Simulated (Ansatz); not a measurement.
AlRu in Ansatz: the effect of functional

Crystal: AlRu.

```
Ru Al
1.0
     3.01141    0.00000    0.00000
     0.00000    3.01141    0.00000
     0.00000    0.00000    3.01141
Ru Al
1 1
Direct
  0.50000 0.50000 0.50000
  0.00000 0.00000 0.00000
```

The cell isn't the ideal one: volume scaled by 1.02.

Alike in all runs:

* Program: Ansatz 0.2.0
* Task: single point
* Potentials or basis: Ansatz PAW
* k mesh: 9 × 9 × 9
* Occupations: fermi-dirac, width 0.05 eV
* Spin: no spin polarisation

Question: One run gave: pressure -6.1 GPa. Which functional did it use?
A. PBE
B. r2SCAN
C. LDA

Answer: B.

```tsv
functional	cutoff	pressure (GPa)
LDA	420 eV (not typed: the program's choice for these potentials)	-11.9
r2SCAN	500 eV (not typed: the program's choice for these potentials)	-6.1
PBE	420 eV (not typed: the program's choice for these potentials)	-1.5
```

Caveats: the PAW data sets come from PBE, with cores solved anew for the run's functional, which leaves a small shift of forces and pressure (some runs).
